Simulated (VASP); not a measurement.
# KCl (Fm-3m) in VASP: notebook

Runs on KCl. Level: PBE. Tasks: electric field gradients.

Program: VASP 6.6.1. These are calculated values, not measurements. Logs are shortened: lines on timing, memory, paths and dates and some standing lists are left out, and cuts for length are marked.

**Measured values to compare with.**

A printed reference work, monograph reports, for a bulk crystal of KCl: band gap 8.68 eV.

How close the calculation comes is told below.

### 1 The cell of the first run

The structure is cubic, space group Fm-3m (No. 225). The conventional cell has a = 6.333 Å, b = 6.333 Å, c = 6.333 Å, α = 90.00°, β = 90.00°, γ = 90.00°. Within 4.2 Å of K (site symmetry m-3m) lie 6 Cl at 3.17 Å. Cl (site symmetry m-3m) has 6 K at 3.17 Å within 4.2 Å.

### 2 Electric field gradients, PBE (volume scaled by 1.01)

The input, INCAR:

```
PREC     = Accurate       # precision mode
ENCUT    = 520            # plane-wave cutoff, eV
EDIFF    = 1E-8           # SCF threshold, eV
ISMEAR   = -1             # smearing method
SIGMA    = 0.03           # smearing width, eV
LREAL    = F              # projectors in reciprocal space
LASPH    = T              # aspherical terms in the spheres
NELM     = 80             # most SCF steps
ALGO     = Normal         # electronic algorithm
ISIF     = 2              # what is computed and relaxed
LWAVE    = F              # write WAVECAR
LCHARG   = F              # write CHGCAR
GGA      = PE             # functional
LEFG     = T            
NBANDS   = 15             # bands
```

The input, KPOINTS:

```
Automatic mesh
0
Gamma
  7 7 7
```

The input, POSCAR:

```
KCl
1.0
    0.0000000000      3.1665854591      3.1665854591
    3.1665854591      0.0000000000      3.1665854591
    3.1665854591      3.1665854591      0.0000000000
K Cl
1 1
Direct
    0.0000000000      0.0000000000      0.0000000000
    0.5000000000      0.5000000000      0.5000000000
```

Potentials or basis: VASP PAW PBE potentials, release 64 (K_sv, Cl).

Started as:

```
$ cat potpaw_PBE.64/K_sv/POTCAR potpaw_PBE.64/Cl/POTCAR > POTCAR
$ mpirun -np 1 vasp_std > vasp.out
```

OUTCAR:

```text
PREC = Accurate
   ENCUT = 520
   EDIFF = 1E-8
   ISMEAR = -1
   LREAL = F
   LASPH = T
   NELM = 80
   ISIF = 2
   GGA = PE

 ion  position               nearest neighbor table
   1  0.000  0.000  0.000-   2 3.17   2 3.17   2 3.17   2 3.17   2 3.17   2 3.17
   2  0.500  0.500  0.500-   1 3.17   1 3.17   1 3.17   1 3.17   1 3.17   1 3.17

  LATTYP: Found a face centered cubic cell.
 ALAT       =     6.3331709182

  Lattice vectors:

 A1 = (   0.0000000000,   3.1665854591,   3.1665854591)
 A2 = (   3.1665854591,   0.0000000000,   3.1665854591)
 A3 = (   3.1665854591,   3.1665854591,   0.0000000000)

Analysis of symmetry for initial positions (statically):
=====================================================================
 Subroutine PRICEL returns:
 Original cell was already a primitive cell.

 Routine SETGRP: Setting up the symmetry group for a
 face centered cubic supercell.

 Subroutine GETGRP returns: Found 48 space group operations
 (whereof 48 operations were pure point group operations)
 out of a pool of 48 trial point group operations.

The static configuration has the point symmetry O_h .

Analysis of symmetry for dynamics (positions and initial velocities):
=====================================================================
 Subroutine PRICEL returns:
 Original cell was already a primitive cell.

 Routine SETGRP: Setting up the symmetry group for a
 face centered cubic supercell.

 Subroutine GETGRP returns: Found 48 space group operations
 (whereof 48 operations were pure point group operations)
 out of a pool of 48 trial point group operations.

The dynamic configuration has the point symmetry O_h .

 Subroutine INISYM returns: Found 48 space group operations
 (whereof 48 operations are pure point group operations),
 and found     1 'primitive' translations

----------------------------------------------------------------------------------------

                                     Primitive cell

  volume of cell :      63.5044

  direct lattice vectors                    reciprocal lattice vectors
     0.000000000  3.166585459  3.166585459    -0.157898786  0.157898786  0.157898786
     3.166585459  0.000000000  3.166585459     0.157898786 -0.157898786  0.157898786
     3.166585459  3.166585459  0.000000000     0.157898786  0.157898786 -0.157898786

  length of vectors
     4.478228103  4.478228103  4.478228103     0.273488720  0.273488720  0.273488720

  position of ions in fractional coordinates (direct lattice)
     0.000000000  0.000000000  0.000000000
     0.500000000  0.500000000  0.500000000

  ion indices of the primitive-cell ions
   primitive index   ion index
                 1           1
                 2           2

----------------------------------------------------------------------------------------

 KPOINTS: Automatic mesh

Automatic generation of k-mesh.
 Grid dimensions read from file:
 generate k-points for:    7    7    7

 Generating k-lattice:

  Cartesian coordinates                     Fractional coordinates (reciprocal lattice)
    -0.022556969  0.022556969  0.022556969     0.142857143  0.000000000  0.000000000
     0.022556969 -0.022556969  0.022556969     0.000000000  0.142857143  0.000000000
     0.022556969  0.022556969 -0.022556969     0.000000000  0.000000000  0.142857143

  Length of vectors
     0.039069817  0.039069817  0.039069817

  Shift w.r.t. Gamma in fractional coordinates (k-lattice)
     0.000000000  0.000000000  0.000000000

 Subroutine IBZKPT returns following result:
 ===========================================

 Found     20 irreducible k-points:

 Following reciprocal coordinates:
            Coordinates               Weight
  0.000000  0.000000  0.000000      1.000000
  0.142857  0.000000  0.000000      8.000000
  0.285714  0.000000  0.000000      8.000000
  0.428571  0.000000  0.000000      8.000000
  0.142857  0.142857  0.000000      6.000000
  0.285714  0.142857  0.000000     24.000000
[... 12 lines left out ...]
 -0.428571  0.428571  0.142857     24.000000
 -0.285714  0.428571  0.142857     24.000000
   k-points           NKPTS =     20   k-points in BZ     NKDIM =     20   number of bands    NBANDS=     15
   number of dos      NEDOS =    301   number of ions     NIONS =      2
   total plane-waves  NPLWV =  46656
   dimension x,y,z NGX =    36 NGY =   36 NGZ =   36
   dimension x,y,z NGXF=    72 NGYF=   72 NGZF=   72
   ions per type =               1   1
   NGX,Y,Z   is equivalent  to a cutoff of  13.36, 13.36, 13.36 a.u.
   NGXF,Y,Z  is equivalent  to a cutoff of  26.73, 26.73, 26.73 a.u.
 SYSTEM =  unknown system
   PREC   = accura    normal or accurate (medium, high low for compatibility)
   ISTART =      0    job   : 0-new  1-cont  2-samecut
   ICHARG =      2    charge: 1-file 2-atom 10-const
   ISPIN  =      1    spin polarized calculation?
   LNONCOLLINEAR =      F non collinear calculations
   LSORBIT =      F    spin-orbit coupling
   LASPH  =      T    aspherical Exc in radial PAW
   ENCUT  =  520.0 eV  38.22 Ry    6.18 a.u.   8.33  8.33  8.33*2*pi/ulx,y,z
   NELM   =     80;   NELMIN=  2; NELMDL= -5     # of ELM steps
   EDIFF  = 0.1E-07   stopping-criterion for ELM
   LREAL  =      F    real-space projection
   EDIFFG = 0.1E-06   stopping-criterion for IOM
   NSW    =      0    number of steps for IOM
   IBRION =     -1    ionic relax: 0-MD 1-quasi-New 2-CG
   NFREE  =      0    steps in history (QN), initial steepest desc. (CG)
   ISIF   =      2    stress and relaxation
   ISYM   =      2    0-nonsym 1-usesym 2-fastsym
   POTIM  = 0.5000    time-step for ionic-motion
   TEBEG  =    0.0;   TEEND  =   0.0 temperature during run
   PSTRESS=    0.0 pullay stress
   NELECT =      16.0000    total number of electrons
   NUPDOWN=      -1.0000    fix difference up-down
   EMIN   =  10.00;   EMAX   =-10.00  energy-range for DOS
   EFERMI =   0.00;   METHOD = LEGACY
   ISMEAR =    -1;   SIGMA  =   0.03  broadening in eV -4-tet -1-fermi 0-gaus
   EFERMI_NEDOS =   21; number of points for ismear=-14 and -15
   IALGO  =     38    algorithm
   IMIX   =      4    mixing-type and parameters
     AMIX     =   0.40;   BMIX     =  1.00
     AMIX_MAG =   1.60;   BMIX_MAG =  1.00
  volume/ion in A,a.u.               =      31.75       214.27
  Fermi-wavevector in a.u.,A,eV,Ry     =   1.033984  1.953946 14.546287  1.069122
  Thomas-Fermi vector in A             =   2.168257
   LORBIT       =      0    0 simple, 1 ext, 2 COOP (PROOUT), +10 PAW based schemes
   GGA     = PE    functional components
   LHFCALC =     F    Hartree Fock is set to
   AEXX    =    0.0000 exact exchange contribution
   IVDW    =     0    specifies the selected vdW correction
   LEPSILON=     F    determine dielectric tensor
   LRPA    =     F    only Hartree local field effects (RPA)
 non-spin polarized calculation
  energy-cutoff  :      520.00
  volume of cell :       63.50
 maximum number of plane-waves:      1729
 NGX is ok and might be reduce to    36
   NGX = 17   NGY = 17   NGZ = 17

 number of electron      15.9999999 magnetization

 Free energy of the ion-electron system (eV)
  ---------------------------------------------------
  ext. energy  EPLUGINS =         0.00000000
  ---------------------------------------------------
  free energy    TOTEN  =        -6.80865240 eV

  energy without entropy =       -6.80865240  energy(sigma->0) =       -6.80865240

 E-fermi :  -1.2296     XC(G=0):  -7.4612

 val. band max:       -1.9169685087   @ k =   0.0000   0.0000   0.0000
 cond. band min:       3.2046337113   @ k =   0.0000   0.0000   0.0000
 fundamental gap:      5.1216022200
 Fermi energy:        -1.2295626521

 k-point     1 :       0.0000    0.0000    0.0000
  band No.  band energies     occupation
      1     -29.1620      2.00000
      2     -14.0135      2.00000
      3     -12.6224      2.00000
      4     -12.6224      2.00000
      5     -12.6224      2.00000
      6      -1.9170      2.00000
      7      -1.9170      2.00000
      8      -1.9170      2.00000
      9       3.2046      0.00000
     10       6.4522      0.00000
     11       6.4522      0.00000
     12       6.4522      0.00000
     13       7.3183      0.00000
     14       7.3183      0.00000
[... 329 lines left out ...]
      2     -14.0253      2.00000
      3     -12.7192      2.00000
      4     -12.6860      2.00000
      5     -12.5353      2.00000
      6      -2.4802      2.00000
      7      -2.4113      2.00000
      8      -2.2692      2.00000
      9       5.7874      0.00000
     10       6.4712      0.00000
     11       7.5177      0.00000
     12       7.9217      0.00000
     13       9.3951      0.00000
     14       9.4751      0.00000
     15      10.2946      0.00000

------------------------ aborting loop because EDIFF is reached ----------------------------------------

  FORCE on cell =-STRESS in cart. coord.  units (eV):
  Direction    XX          YY          ZZ          XY          YZ          ZX
  --------------------------------------------------------------------------------------
  -------------------------------------------------------------------------------------
  Total        0.1629205      0.1629205      0.1629205      0.0000000      0.0000000     -0.0000000
  in kB        4.1103879      4.1103879      4.1103879      0.0000000      0.0000000     -0.0000000
  external PRESSURE =       4.1103879 kB  Pullay stress =       0.0000000 kB

 VOLUME and BASIS-vectors are now :
 -----------------------------------------------------------------------------
  energy-cutoff  :      520.00
  volume of cell :       63.50
      direct lattice vectors                 reciprocal lattice vectors
     0.000000000  3.166585459  3.166585459    -0.157898786  0.157898786  0.157898786
     3.166585459  0.000000000  3.166585459     0.157898786 -0.157898786  0.157898786
     3.166585459  3.166585459  0.000000000     0.157898786  0.157898786 -0.157898786

 POSITION                                       TOTAL-FORCE (eV/Angst)
 -----------------------------------------------------------------------------------
      0.00000      0.00000      0.00000         0.000000      0.000000      0.000000
      3.16659      3.16659      3.16659        -0.000000     -0.000000     -0.000000
 -----------------------------------------------------------------------------------
    total drift:                                0.000000      0.000000      0.000000

  FREE ENERGIE OF THE ION-ELECTRON SYSTEM (eV)
  ---------------------------------------------------
  free  energy   TOTEN  =        -6.8086523988 eV

  energy  without entropy=       -6.8086523988  energy(sigma->0) =       -6.80865240

 Electric field gradients (V/A^2)
---------------------------------------------------------------------
 ion       V_xx      V_yy      V_zz      V_xy      V_xz      V_yz
---------------------------------------------------------------------
   1       0.000     0.000    -0.000    -0.000    -0.000    -0.000
   2       0.000    -0.000     0.000    -0.000    -0.000    -0.000
---------------------------------------------------------------------

 Electric field gradients after diagonalization (V/A^2)
 (convention: |V_zz| > |V_xx| > |V_yy|)
----------------------------------------------------------------------
 ion       V_xx      V_yy      V_zz     asymmetry (V_yy - V_xx)/ V_zz
----------------------------------------------------------------------
   1       0.000     0.000    -0.001       0.000
   2       0.000     0.000    -0.000       0.000
----------------------------------------------------------------------

           NMR quadrupolar parameters

 Cq : quadrupolar parameter    Cq=e*Q*V_zz/h
 eta: asymmetry parameters     (V_yy - V_xx)/ V_zz
 Q  : nuclear electric quadrupole moment in mb (millibarn)
----------------------------------------------------------------------
 ion       Cq(MHz)       eta       Q (mb)
----------------------------------------------------------------------
   1      -0.000       0.000       1.000
   2      -0.000       0.000       1.000
----------------------------------------------------------------------
```

It took 18 s on 1 thread of AMD EPYC 9R45 (Zen 5), shared host; peak memory 0.17 GiB.

Results:

```yaml
Free_energy: -6.8087 eV
Pressure: 0.4 GPa
Band_gap_on_the_k_mesh: 5.12 eV, direct
```

Caveat: without QUAD_EFG the Cq values of the log hold for a quadrupole moment of 1 mb, not for the nuclei. A k mesh can miss the band edges.

(Part 1 of 2 ends here.)
